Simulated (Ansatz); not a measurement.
# In4Se4 sheet: levels of theory, part 2 of 2

Aim: for In4Se4 sheet, compare levels of theory; the runs are relaxing the atoms and single point.

Ansatz 0.2.0; DFT LDA, scalar-relativistic, plane waves, PAW, and further levels as typed in the inputs. Earlier steps stand in the parts before.

### 4 Single point: r2SCAN

It takes the final geometry of step 2.

The input, input.yaml:

```yaml
crystal:
  lattice:
    - [4.04, 0.0, 0.0]
    - [-2.02, 3.4641016151, 0.0]
    - [0.0, 0.0, 51.2000000031]
  atoms:
    - { symbol: Se, position: [0.3356364696, 0.6712729393, 0.1800523534] }
    - { symbol: In, position: [0.001073827, 0.0021476541, 0.2041924291] }
    - { symbol: In, position: [0.0009387221, 0.0018774442, 0.2577701041] }
    - { symbol: Se, position: [0.335555983, 0.6711119659, 0.2820032653] }
    - { symbol: Se, position: [-0.0010643631, -0.0021287261, 0.3371538993] }
    - { symbol: In, position: [0.6643730998, 0.3287461997, 0.3613692931] }
    - { symbol: In, position: [0.6644653635, 0.328930727, 0.414939304] }
    - { symbol: Se, position: [-0.000979102, -0.0019582041, 0.4390818515] }
  periodic: [true, true, false]
scf:
  occupations: { method: gaussian, width: 0.01 }
  n_extra_bands: 6
output:
  eigenvalues: true
  eigenstates: { kpoints: [[0.0, 0.0, 0.0]], top_band: c3, e_range: [-3, 4] }
kpoints:
  mp_grid: { grid: [10, 10, 1] }
hamiltonian:
  xc: r2scan
```

Command:

```
> ansatz run input.yaml --threads 8 --pin off --max-ram 24576MiB --backend cpu --events-out ev --progress --plain --runs-dir out
```

Output, shortened:

```text
Warning: RAYON_NUM_THREADS=8 ignored (pool sized by the plan → 8); use --threads N
scf.n_extra_bands = 6 over 58 filled bands (N_el = 116.0): the run solves 64 bands
[...]
Pseudopotentials: kind: paw
Pseudopotential: Se, paw, valence charge 16, recommended cutoff 500 eV (meta_gga), Se.paw.azcp
Pseudopotential: In, paw, valence charge 13, recommended cutoff 500 eV (meta_gga), In.paw.azcp
Functional definition: r2SCAN
[...]
Crystal: 8 atoms, lattice volume = 716.542 Å³
Basis set: ecut = 500 eV, 18341 PW (Γ), exchange–correlation on 120×120×1500 points (64 copies of the dense FFT grid, shifted against one another)
Bands: 64, of which v1, the nominal top of the filled ones, is band 58 counted from 1 (57 counted from 0)
Symmetry: 2 space group operations
Space group: Cm (ITA 8), of the structure as read, at distance tolerance 8.9e-5 Å
k-points: 31 of 100 (time reversal used)
[...]
SCF iter   1: F=—  HF=-44365.055937 eV  |F-HF|=—  |Δ(HF+E_count)|=         —  Δρ=3.26e-3  dr2=7.83e-2  dr2_τ=3.36e-2  ethr=1.77e-3  ⟨swp⟩=10.7  Hψ=10289  notcnv=0
[...]
SCF iter  10: F=-44365.085582 eV  HF=-44365.085582 eV  |F-HF|=9.94e-9  |Δ(HF+E_count)|=   1.73e-7  Δρ=9.17e-7  dr2=6.83e-9  dr2_τ=2.46e-10  ethr=8.62e-11  ⟨swp⟩=13.1  Hψ=6530  notcnv=0
[...]
NSCF: frozen V_eff on 1 k-points
SCF converged after 10 iterations
Free energy (F): -44365.085582 eV
[...]
E sigma→0 (E₀):  -44365.085582 eV
Fermi energy:    -5.069244 eV
[...]
--- Band table (eV; the first three rows and the last of 31) ---
[...]
```

Wall time 55 s (8 threads of Arm Neoverse V2, shared host); peak memory 4.3 GiB.

### 5 Single point: HSE06, mesh 6×6×1

It takes the final geometry of step 2.

input.yaml, as its differences from that of step 4:

```diff
@@ -21,5 +21,9 @@
   eigenstates: { kpoints: [[0.0, 0.0, 0.0]], top_band: c3, e_range: [-3, 4] }
+  write_density: true
+  write_potential: true
+  elf: true
+  volumetric_format: npy
 kpoints:
-  mp_grid: { grid: [10, 10, 1] }
+  mp_grid: { grid: [6, 6, 1] }
 hamiltonian:
-  xc: r2scan
+  xc: hse06
```

Command:

```
> ansatz run input.yaml --threads 8 --pin off --max-ram 24576MiB --backend cpu --events-out ev --progress --plain --runs-dir out
```

Output:

```text
Warning: RAYON_NUM_THREADS=8 ignored (pool sized by the plan → 8); use --threads N
scf.n_extra_bands = 6 over 58 filled bands (N_el = 116.0): the run solves 64 bands
Engine: ansatz 0.2.0, aarch64-unknown-linux-gnu
Pseudopotentials: kind: paw
Pseudopotential: Se, paw, valence charge 16, recommended cutoff 420 eV (normal), Se.paw.azcp
Pseudopotential: In, paw, valence charge 13, recommended cutoff 420 eV (normal), In.paw.azcp
Functional definition: HSE06
  parameter a = 0.25
  parameter omega = 0.11/bohr
  exchange = pbe_x - a*pbe_x_sr(omega) + a*exact_x_sr(omega)
  correlation = pbe_c
Crystal: 8 atoms, lattice volume = 716.542 Å³
Basis set: ecut = 420 eV, 14103 PW (Γ)
Bands: 64, of which v1, the nominal top of the filled ones, is band 58 counted from 1 (57 counted from 0)
Symmetry: 2 space group operations
Space group: Cm (ITA 8), of the structure as read, at distance tolerance 8.9e-5 Å
k-points: 13 of 36 (time reversal used)
Non-local potential: Se, projectors of the file, l = 0: 2, l = 1: 2, l = 2: 3, l = 3: 1
Non-local potential: In, projectors of the file, l = 0: 2, l = 1: 2, l = 2: 2, l = 3: 2
PAW form: soft (Blöchl's): semilocal exchange-correlation on the pseudo side does not see the compensation charge
PAW frozen core: Se, regenerated for the run's functional, and the local potential with it (the file was generated under x = pbe(κ = 0.804, μ = 0.2195149727645171), c = pbe(β = 0.06672455060314922))
PAW frozen core: In, regenerated for the run's functional, and the local potential with it (the file was generated under x = pbe(κ = 0.804, μ = 0.2195149727645171), c = pbe(β = 0.06672455060314922))
PAW one-centre angular grid: Se, 590 points (default); XC on 64 Gauss nodes
PAW one-centre angular grid: In, 590 points (default); XC on 64 Gauss nodes
Initial density: superposition of atomic densities (neutral atoms: chi_scale 0, normalization atom), corrected by the library's trained network
Initial wavefunctions: pseudopotential atomic-orbital guess
Functional: x = pbe(κ = 0.804, μ = 0.2195149727645171), c = pbe(β = 0.06672455060314922), warm-up for x = pbe(κ = 0.804, μ = 0.2195149727645171) + 0.25 (exact − pbe) at short range (hse, ω = 0.20786987370883472 Å⁻¹), c = pbe(β = 0.06672455060314922); HSE06 as pw.x's `hse` composes it (authors' and Libxc's form: `xc: wpbeh`)
SCF iter   1: F=—  HF=-44271.665352 eV  |F-HF|=—  |Δ(HF+E_count)|=         —  Δρ=1.32e-3  dr2=6.25e-2  ethr=1.77e-3  ⟨swp⟩=8.4  Hψ=3432  notcnv=0
preconditioner: auto → none  [insulator: Δε(μ)=1.014 eV  Ē_g=12.870 eV  σ=0.010 eV  W_gap=1.00  n_scr=122 (ndim 8)  ℏωp=12.1 eV  f_vac=0.676  D(μ)=0.00/eV (n_scr^D=0)]
SCF iter   2: F=—  HF=-44271.716796 eV  |F-HF|=—  |Δ(HF+E_count)|=   5.14e-2  Δρ=2.04e-3  dr2=4.87e-1  ethr=5.38e-5  ⟨swp⟩=7.1  Hψ=2657  notcnv=0  defer=36
SCF iter   3: F=—  HF=-44271.665466 eV  |F-HF|=—  |Δ(HF+E_count)|=   5.13e-2  Δρ=6.43e-4  dr2=3.66e-2  ethr=5.38e-5  ⟨swp⟩=6.8  Hψ=2321  notcnv=0  defer=38
iter 4 solved again at ethr=4.35e-7 eV; its pass at ethr=3.16e-5 eV (dr2=5.04e-4 eV) is discarded
SCF iter   4: F=—  HF=-44271.661475 eV  |F-HF|=—  |Δ(HF+E_count)|=   3.99e-3  Δρ=2.35e-4  dr2=6.00e-4  ethr=4.35e-7  ⟨swp⟩=6.6  Hψ=4552  notcnv=0  defer=14
SCF iter   5: F=—  HF=-44271.661692 eV  |F-HF|=—  |Δ(HF+E_count)|=   2.17e-4  Δρ=1.26e-4  dr2=6.17e-4  ethr=4.35e-7  ⟨swp⟩=6.7  Hψ=2156  notcnv=0  defer=15
SCF iter   6: F=—  HF=-44271.661829 eV  |F-HF|=—  |Δ(HF+E_count)|=   1.37e-4  Δρ=1.05e-4  dr2=1.20e-3  ethr=4.35e-7  ⟨swp⟩=6.5  Hψ=2093  notcnv=0  defer=30
SCF iter   7: F=-44271.661785 eV  HF=-44271.661778 eV  |F-HF|=7.82e-6  |Δ(HF+E_count)|=   5.14e-5  Δρ=3.43e-5  dr2=8.17e-6  ethr=4.35e-7  ⟨swp⟩=4.4  Hψ=1830  notcnv=0  defer=53
SCF 1 stopped early in 7 iterations: F = -44271.661785 eV  dr2 = 8.17e-6
Initial density: handed on by an earlier stage of this run
Initial wavefunctions: those handed on with the density
Functional: x = pbe(κ = 0.804, μ = 0.2195149727645171) + 0.25 (exact − pbe) at short range (hse, ω = 0.20786987370883472 Å⁻¹), c = pbe(β = 0.06672455060314922); HSE06 as pw.x's `hse` composes it (authors' and Libxc's form: `xc: wpbeh`)
Exchange kernel: α = 0.2500, screened, ω = 0.2079 Å⁻¹, Wigner–Seitz truncation, v(0) = 1046.7903 eV·Å³, q-mesh 6×6×1, nearest image of the exchange supercell L = 24.06 Å, pair-density grid 20×20×225, without the augmentation charges, whose exchange is taken in its separable form by FFT convolution over the k-point mesh (sized by the pseudopotential files, 24×24×360 at the most), smooth part of the exact exchange by density-matrix convolution
Frozen-core exchange: fock
SCF iter   1: F=—  HF=-44293.804132 eV  |F-HF|=—  |Δ(HF+E_count)|=         —  Δρ=3.00e-3  dr2=7.09e-2  ethr=7.04e-8  ⟨swp⟩=14.8  Hψ=5087  notcnv=0
preconditioner: auto → none  [insulator: Δε(μ)=1.674 eV  Ē_g=14.763 eV  σ=0.010 eV  W_gap=1.00  n_scr=122 (ndim 8)  ℏωp=12.1 eV  f_vac=0.676  D(μ)=0.00/eV (n_scr^D=0)]
SCF iter   2: F=—  HF=-44293.784497 eV  |F-HF|=—  |Δ(HF+E_count)|=   1.96e-2  Δρ=1.56e-3  dr2=7.83e-2  ethr=7.04e-8  ⟨swp⟩=6.7  Hψ=4261  notcnv=0  defer=6
SCF iter   3: F=—  HF=-44293.775611 eV  |F-HF|=—  |Δ(HF+E_count)|=   8.89e-3  Δρ=8.05e-4  dr2=2.38e-2  ethr=7.04e-8  ⟨swp⟩=7.3  Hψ=4192  notcnv=0  defer=8
SCF iter   4: F=—  HF=-44293.772513 eV  |F-HF|=—  |Δ(HF+E_count)|=   3.10e-3  Δρ=3.73e-4  dr2=4.84e-3  ethr=7.04e-8  ⟨swp⟩=6.0  Hψ=3460  notcnv=0  defer=2
SCF iter   5: F=—  HF=-44293.803291 eV  |F-HF|=—  |Δ(HF+E_count)|=   3.08e-2  Δρ=5.00e-4  dr2=2.76e-3  ethr=7.04e-8  ⟨swp⟩=6.2  Hψ=3660  notcnv=0  defer=4
SCF iter   6: F=—  HF=-44293.803981 eV  |F-HF|=—  |Δ(HF+E_count)|=   6.89e-4  Δρ=2.51e-4  dr2=9.77e-3  ethr=7.04e-8  ⟨swp⟩=6.4  Hψ=3412  notcnv=0  defer=14  recentre
SCF iter   7: F=—  HF=-44293.802803 eV  |F-HF|=—  |Δ(HF+E_count)|=   1.18e-3  Δρ=1.47e-4  dr2=3.76e-4  ethr=7.04e-8  ⟨swp⟩=6.2  Hψ=3021  notcnv=0
SCF iter   8: F=—  HF=-44293.802751 eV  |F-HF|=—  |Δ(HF+E_count)|=   5.22e-5  Δρ=2.53e-5  dr2=8.58e-5  ethr=7.04e-8  ⟨swp⟩=4.0  Hψ=1944  notcnv=0
SCF iter   9: F=—  HF=-44293.803371 eV  |F-HF|=—  |Δ(HF+E_count)|=   6.20e-4  Δρ=6.06e-5  dr2=3.88e-5  ethr=7.76e-9  ⟨swp⟩=5.6  Hψ=3251  notcnv=0
SCF iter  10: F=-44293.803362 eV  HF=-44293.803362 eV  |F-HF|=7.34e-7  |Δ(HF+E_count)|=   8.39e-6  Δρ=9.35e-6  dr2=2.78e-6  ethr=7.76e-9  ⟨swp⟩=4.0  Hψ=2197  notcnv=0
SCF 2 stopped early in 10 iterations: F = -44293.803362 eV  dr2 = 2.78e-6
hybrid outer 1: dexx = +3.596e-2 eV, tail = 2.05e-4 eV
Exchange kernel: α = 0.2500, screened, ω = 0.2079 Å⁻¹, Wigner–Seitz truncation, v(0) = 1046.7903 eV·Å³, q-mesh 6×6×1, nearest image of the exchange supercell L = 24.06 Å, pair-density grid 20×20×225, without the augmentation charges, whose exchange is taken in its separable form by FFT convolution over the k-point mesh (sized by the pseudopotential files, 24×24×360 at the most), smooth part of the exact exchange by density-matrix convolution
Frozen-core exchange: fock
SCF iter   1: F=—  HF=-44293.803479 eV  |F-HF|=—  |Δ(HF+E_count)|=         —  Δρ=2.59e-5  dr2=3.58e-6  ethr=8.82e-7  ⟨swp⟩=6.2  Hψ=1774  notcnv=0
preconditioner: auto → none  [insulator: Δε(μ)=1.719 eV  Ē_g=14.750 eV  σ=0.010 eV  W_gap=1.00  n_scr=122 (ndim 8)  ℏωp=12.1 eV  f_vac=0.676  D(μ)=0.00/eV (n_scr^D=0)]
SCF iter   2: F=—  HF=-44293.803485 eV  |F-HF|=—  |Δ(HF+E_count)|=   6.19e-6  Δρ=1.66e-5  dr2=7.43e-6  ethr=2.89e-9  ⟨swp⟩=4.8  Hψ=3038  notcnv=0
SCF iter   3: F=—  HF=-44293.803484 eV  |F-HF|=—  |Δ(HF+E_count)|=   6.42e-7  Δρ=9.36e-6  dr2=3.08e-6  ethr=2.89e-9  ⟨swp⟩=4.1  Hψ=1839  notcnv=0
iter 4 solved again at ethr=8.07e-11 eV; its pass at ethr=2.45e-9 eV (dr2=9.37e-8 eV) is discarded
SCF iter   4: F=—  HF=-44293.803484 eV  |F-HF|=—  |Δ(HF+E_count)|=   4.44e-7  Δρ=5.14e-6  dr2=3.34e-7  ethr=8.07e-11  ⟨swp⟩=4.5  Hψ=3694  notcnv=0
SCF iter   5: F=—  HF=-44293.803486 eV  |F-HF|=—  |Δ(HF+E_count)|=   1.72e-6  Δρ=4.80e-6  dr2=1.61e-7  ethr=7.77e-11  ⟨swp⟩=5.7  Hψ=3421  notcnv=0  defer=13
SCF iter   6: F=-44293.803486 eV  HF=-44293.803486 eV  |F-HF|=1.65e-8  |Δ(HF+E_count)|=   4.01e-8  Δρ=9.22e-7  dr2=1.87e-8  ethr=7.77e-11  ⟨swp⟩=4.1  Hψ=1900  notcnv=0
SCF 3 converged in 6 iterations: F = -44293.803486 eV  dr2 = 1.87e-8
hybrid outer 2: dexx = +2.145e-6 eV, tail = 1.31e-7 eV, Δε = 2.34e-3 eV (about 1.10e-4 eV left of the loop's levels)
NSCF: frozen V_eff on 1 k-points
WARN: The output density's exchange-correlation potential varies sharply where the density is thin. Do not read a vacuum level from v_tot or v_xc, or from such a field of the output density. On a cell that repeats whose density bears no net charge and no dipole along the vacuum's axis use v_es (v_loc + v_h of the components); under efield.dipole_correction with no amplitude use v_es + v_field, which holds any external_charges[].barrier, or the levels of the report's work_function block, which leave it out; under a non-zero efield.amplitude the vacuum is tilted and has no level; on a cell that repeats and bears such a dipole with no correction it is tilted too, and efield.dipole_correction with no amplitude gives each side of its ramp a level where efield: is served; in a cell that repeats whose density bears a net charge (total_charge, or a fill off its count) it is curved and has none; of a slab under crystal.periodic whose density bears no net charge use v_es, which has a level on each side, short of where the two are joined; of another it falls or rises all the way out and has none; of a slab beside external_charges read slab_vacuum_level instead, which it has where they leave it neutral. The grid or the basis barely resolves most such structure, and the values can differ between equally converged runs; as a rule a tighter scf.convergence.dr2_threshold does not remove it. Where the density itself ripples (under the LDA too) a higher basis.ecutwfc lessens it. The files hold the spikes' plane waves up to the density's cutoff. Files: v_tot_of_output_density and the like, and their columns of v_z.tsv (output.write_potential); v_xc_of_output_density and the like, and their columns of v_comp_z.tsv (output.write_potential_components). Measured: with its Gaussian average of σ = 0.25 Å subtracted twice, the exchange-correlation potential is over 0.1 eV at 1773 of the grid points where the equally averaged density (valence and model cores) is under 1e-3 e/Å³, and 1.21 eV at the most among them, at an averaged density of 7.8e-5 e/Å³. The input density's (outcome.potential() and, of a run that writes arrays, v_tot and v_xc) is over 0.1 eV, so measured, at 1770 points of its own thin density, 1.21 eV at the most. See output.write_potential in the manual, Limitations
hybrid SCF converged: 2 outer / 16 inner (+7 warm-up), last move |dexx| = 2.15e-6 eV, tail = 1.31e-7 eV
Stability not checked: this state was not tested for a lower state beside it, because the functional holds exact exchange (a hybrid, or Hartree-Fock), whose exchange loop this test does not read (fock_operator; see scf.lower_state_search)
Free energy (F): -44293.803486 eV
Frozen-core exchange: fock
Harris-Foulkes:  -44293.803486 eV  (|F-HF|=1.65e-8)
Internal energy: -44293.803486 eV  (E = F + TS)
E sigma→0 (E₀):  -44293.803486 eV
Fermi energy:    -5.148947 eV
--- Per-component energies (eV) ---
  E_band       = -3571.495304
  E_kinetic    = 1445.499573
  E_local      = -669522.164235  (includes V_loc(G=0)·N_el)
  E_nonlocal   = -915.768686
  E_hartree    = 333423.029966
  E_xc         = -1018.125086
  E_vxc        = -631.496133  (∫ρ·V_xc dr)
  E_exx        = -402.593092  (= α·E_x^exact, valence–valence)
  E_paw        = -24142.216085  (= ΣΔE_a)
  E_vpaw       = 11.537571  (= ΣTr[D̂ρ^β])
  E_aug_tail   = -0.002286  (compensation charges beyond the density's cutoff)
  E_ewald      = 316840.775449
  E_core_change = -2.239005  (= ΣΔE_core)
  E_smearing   = -0.000000  (= −TS)
  E_closure    = -0.000000  (closes the sum)
  Σ components = -44293.803486   (vs F -44293.803486, Δ=-7.28e-12)
--- Band table (eV; the first three rows and the last of 13) ---
  k-point 0: bands = ["-56.9617", "-56.9614", "-56.9526", "-56.9523", "-56.9295", "-56.9271", "-56.9263", "-56.9261", "-56.9228", "-56.9226", "-56.9219", "-56.9194", "-56.9149", "-56.9077", "-56.8896", "-56.8873", "-56.8857", "-56.8834", "-56.8735", "-56.8694", "-22.3398", "-22.3380", "-22.1299", "-22.1285", "-22.1278", "-22.1264", "-22.0292", "-22.0280", "-22.0262", "-22.0250", "-22.0147", "-22.0144", "-22.0135", "-22.0132", "-21.8048", "-21.8037", "-21.8036", "-21.8026", "-21.7726", "-21.7692", "-20.5973", "-20.3295", "-20.2723", "-20.0830", "-12.5415", "-12.2585", "-10.0482", "-9.3740", "-7.3609", "-7.2911", "-7.1702", "-7.1392", "-7.1108", "-7.0796", "-7.0327", "-6.9823", "-6.8805", "-6.0086", "-4.2893", "-3.5669", "-2.8621", "-2.8042", "-0.7052", "-0.6347"]
  k-point 1: bands = ["-56.9617", "-56.9614", "-56.9525", "-56.9522", "-56.9295", "-56.9271", "-56.9263", "-56.9260", "-56.9228", "-56.9225", "-56.9219", "-56.9194", "-56.9149", "-56.9077", "-56.8896", "-56.8873", "-56.8857", "-56.8834", "-56.8735", "-56.8694", "-22.3386", "-22.3367", "-22.2054", "-22.1994", "-22.1261", "-22.1247", "-22.1175", "-22.1115", "-22.0226", "-22.0214", "-22.0095", "-22.0083", "-22.0004", "-21.9993", "-21.8443", "-21.8418", "-21.8063", "-21.8053", "-21.7063", "-21.7051", "-20.2953", "-20.0469", "-19.9957", "-19.8244", "-12.3456", "-12.1594", "-10.0351", "-9.8269", "-8.6722", "-8.3849", "-8.2945", "-7.8548", "-7.7420", "-7.5112", "-7.4666", "-7.3109", "-6.5823", "-6.0443", "-3.1541", "-2.9028", "-2.2948", "-2.1930", "-1.1876", "-1.1460"]
  k-point 2: bands = ["-56.9616", "-56.9613", "-56.9525", "-56.9521", "-56.9295", "-56.9271", "-56.9263", "-56.9259", "-56.9228", "-56.9225", "-56.9219", "-56.9195", "-56.9149", "-56.9077", "-56.8896", "-56.8873", "-56.8857", "-56.8834", "-56.8734", "-56.8694", "-22.3852", "-22.3799", "-22.2734", "-22.2696", "-22.2512", "-22.2440", "-22.1247", "-22.1232", "-22.0383", "-22.0371", "-21.9702", "-21.9690", "-21.9651", "-21.9640", "-21.8666", "-21.8647", "-21.8113", "-21.8102", "-21.6473", "-21.6463", "-19.6324", "-19.4356", "-19.3945", "-19.2785", "-12.3735", "-12.2594", "-11.1975", "-10.9931", "-9.8968", "-9.3448", "-8.7180", "-8.3483", "-8.0907", "-8.0184", "-8.0035", "-7.8203", "-6.9280", "-6.7285", "-3.4997", "-3.2348", "-3.0292", "-2.7758", "-1.1444", "-1.0295"]
  k-point 12: bands = ["-56.9615", "-56.9613", "-56.9524", "-56.9522", "-56.9295", "-56.9271", "-56.9262", "-56.9260", "-56.9227", "-56.9225", "-56.9219", "-56.9194", "-56.9149", "-56.9077", "-56.8896", "-56.8873", "-56.8857", "-56.8834", "-56.8734", "-56.8694", "-22.4154", "-22.4108", "-22.2941", "-22.2885", "-22.2756", "-22.2733", "-22.1362", "-22.1347", "-22.0294", "-22.0282", "-21.9640", "-21.9628", "-21.9628", "-21.9617", "-21.8619", "-21.8604", "-21.8221", "-21.8210", "-21.6288", "-21.6278", "-19.2481", "-19.1166", "-19.0728", "-19.0154", "-12.5968", "-12.5132", "-11.6626", "-11.5644", "-9.6413", "-9.4555", "-9.0689", "-9.0334", "-8.8263", "-8.7144", "-8.3065", "-7.8597", "-7.3669", "-7.1444", "-3.0877", "-3.0116", "-2.5900", "-2.3577", "-1.4120", "-1.1661"]
  the weakly bound empty levels are not read free of the cell's end (exact_exchange)
```

It took 7.1 min on 8 threads of Arm Neoverse V2, shared host; peak memory 22 GiB.

The maps below are laid out on this run's own conventional cell (a, b, c = 6.928, 4.040, 51.200 Å).

Density in a lattice plane of the grid's cell (edges 6.93 and 51.20 Å, at 0.000 of the third edge), which holds Se and In.

Values in e/Å³, 12 rows by 6 columns:
```
 0.00  0.00  0.00  0.00  0.00  0.00
 0.02  0.03  0.01  0.17  1.87  0.17
 6.98  0.19  0.02  0.06  0.10  0.22
32.11  0.37  0.09  0.06  0.02  0.28
 0.35  0.33 12.70  0.25  0.03  0.12
 0.00  0.00  0.00  0.00  0.00  0.00
 0.00  0.00  0.00  0.00  0.00  0.00
 0.00  0.00  0.00  0.00  0.00  0.00
 0.00  0.00  0.00  0.00  0.00  0.00
 0.00  0.00  0.00  0.00  0.00  0.00
 0.00  0.00  0.00  0.00  0.00  0.00
 0.00  0.00  0.00  0.00  0.00  0.00
```
Columns run along the first of these edges and rows up along the second, over one cell in 6 and 12 even steps from the bottom left corner. Atoms in the plane (fractional): Se at (0.66, 0.82), In at (1.00, 0.80), In at (1.00, 0.74), Se at (0.66, 0.72), Se at (0.00, 0.66), In at (0.34, 0.64), In at (0.34, 0.59), Se at (0.00, 0.56).

ELF in the same plane.

Ten even steps from ' ' (0.00) to '@' (0.88):
```
            
            
      ==@@==
  ..  ++##::
  ::  ..--::
      **@@==
##++....  ##
..--::--    
%%%%      ##
            
            
            
            
            
            
            
            
            
            
            
```
Columns run along the first of these edges and rows up along the second, over one cell in 6 and 20 even steps from the bottom left corner. Atoms in the plane (fractional): Se at (0.66, 0.82), In at (1.00, 0.80), In at (1.00, 0.74), Se at (0.66, 0.72), Se at (0.00, 0.66), In at (0.34, 0.64), In at (0.34, 0.59), Se at (0.00, 0.56).

Both are smooth fields of the valence electrons: close to the nuclei they are not physical.

Maxima of ELF outside the ion cores: 0.89 beside Se, off the lines to its neighbours, 1.0 Å from Se; 0.81 on the Se–In line, 0.9 Å from Se; 0.81 in the shell around Se, 0.8 Å from Se.

### 6 Summary of results

This closing draws on all 2 parts.

| step | level | k mesh | energy above the lowest (eV) | gap on the mesh (eV) | time |
| --- | --- | --- | --- | --- | --- |
| 2 | LDA | 10×10×1 | 0.000 | 0.76 | 2.3 min |
| 3 | LDA | 10×10×1 | 0.000 | 0.76 | 27 s |
| 4 | r2SCAN | 10×10×1 | n/a | 1.35 | 55 s |
| 5 | HSE06 | 6×6×1 | n/a | 1.72 | 7.1 min |

Energies compare only among runs of one formula, size, charge, level and basis; each such set counts from its lowest member.

The rows set the runs side by side; convergence of the settings was not tested in this session.
